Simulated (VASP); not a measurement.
ZnGeP2:

```
Zn Ge P
1.0
    -2.73000    2.73000    5.38000
     2.73000   -2.73000    5.38000
     2.73000    2.73000   -5.38000
Zn Ge P
2 2 4
Direct
  0.00000 0.00000 0.00000
  0.75000 0.25000 0.50000
  0.50000 0.50000 0.00000
  0.25000 0.75000 0.50000
  0.37500 0.38900 0.51400
  0.61100 0.12500 0.98600
  0.87500 0.86100 0.48600
  0.13900 0.62500 0.01400
```

| Property | Result |
| --- | --- |
| Program | VASP 6.6.1 |
| Task | relaxation of cell and atoms |
| Functional | PBEsol |
| Potentials or basis | VASP PAW PBE potentials, release 64 (Zn, Ge_d, P) |
| Cutoff | 600 eV |
| k mesh | 8 × 8 × 8 |
| Occupations | gaussian, width 0.03 eV |
| Spin | no spin polarisation |

At the start: pressure -0.8 GPa; volume 20.05 Å³/atom.

Problem. Where does the relaxation end?

Solution. Over 10 steps the energy falls by 12.4 meV/atom and the volume is 19.71 Å³/atom (-1.7 %); space group I-42d (No. 122, to 0.05 Å).

The path:
| step | energy change (eV) | largest force (eV/Å) | pressure (GPa) | volume (Å³) |
| --- | --- | --- | --- | --- |
| 1 | 0.0000 | 0.7029 | -0.81 | 160.39 |
| 2 | -0.0776 | 0.3488 | 0.00 | 158.04 |
| 3 | -0.0941 | 0.0555 | 0.78 | 156.22 |
| 4 | -0.0943 | 0.0806 | 0.75 | 156.37 |
| 5 | -0.0974 | 0.0396 | -0.36 | 158.46 |
| 6 | -0.0985 | 0.0003 | -0.04 | 157.75 |
| 7 | -0.0985 | 0.0018 | 0.02 | 157.72 |
| 8 | -0.0988 | 0.0059 | -0.01 | 157.72 |
| 9 | -0.0990 | 0.0110 | 0.00 | 157.72 |
| 10 | -0.0990 | 0.0034 | 0.01 | 157.71 |

Final structure:
```yaml
crystal:
  lattice:
    - [-2.71351, 2.71351, 5.35483]
    - [2.71351, -2.71351, 5.35483]
    - [2.71351, 2.71351, -5.35483]
  atoms:
    - { symbol: Zn, position: [0.00000, 0.00000, 0.00000] }
    - { symbol: Zn, position: [0.75000, 0.25000, 0.50000] }
    - { symbol: Ge, position: [0.50000, 0.50000, 0.00000] }
    - { symbol: Ge, position: [0.25000, 0.75000, 0.50000] }
    - { symbol: P, position: [0.37500, 0.37720, 0.50220] }
    - { symbol: P, position: [0.62280, 0.12500, 0.99780] }
    - { symbol: P, position: [0.87500, 0.87280, 0.49780] }
    - { symbol: P, position: [0.12720, 0.62500, 0.00220] }
```

Caveat: the PAW data sets were made with another functional, which shifts forces and pressure a little.
